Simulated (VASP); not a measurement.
Input of a VASP 6.6.1 run:

The input INCAR:

```
ALGO = Fast
EDIFF = 1E-7
EDIFFG = -0.01
ENCUT = 300
GGA = PE
IBRION = 2
ISIF = 2
ISMEAR = 0
LASPH = True
LCHARG = False
LREAL = False
LWAVE = False
NELM = 80
NSW = 40
PREC = Accurate
SIGMA = 0.03
```

Contents of KPOINTS:

```
k-points
0
Gamma
  6 6 6
```

The input POSCAR:

```
SiC                                     
1.0
   -0.0000000000      2.0496037722      2.0496037722
    2.0496037722     -0.0000000000      2.0496037722
    2.0496037722      2.0496037722      0.0000000000
  Si              C             
     1     1
Direct
     0.0000000000000000    0.0000000000000000    0.0000000000000000
     0.5000000000000000    0.5000000000000000    0.5000000000000000
```

Potentials or basis: VASP PAW PBE potentials, release 64 (Si, C_s).

Launch:

```sh
$ cat potpaw_PBE.64/Si/POTCAR potpaw_PBE.64/C_s/POTCAR > POTCAR
$ mpirun -np 1 vasp_std > vasp.out
```

Problem. Estimate the band gap on the k mesh.

Solution. None (metal or under the smearing width).

Final structure:
```
Si C
1.0
     0.00000    2.04960    2.04960
     2.04960    0.00000    2.04960
     2.04960    2.04960    0.00000
Si C
1 1
Direct
  0.00000 0.00000 0.00000
  0.50000 0.50000 0.50000
```

Caveat: the k mesh is coarse (spacing up to 0.44 Å⁻¹), so the values aren't converged; the relaxation stopped at its first step, so nothing moved.
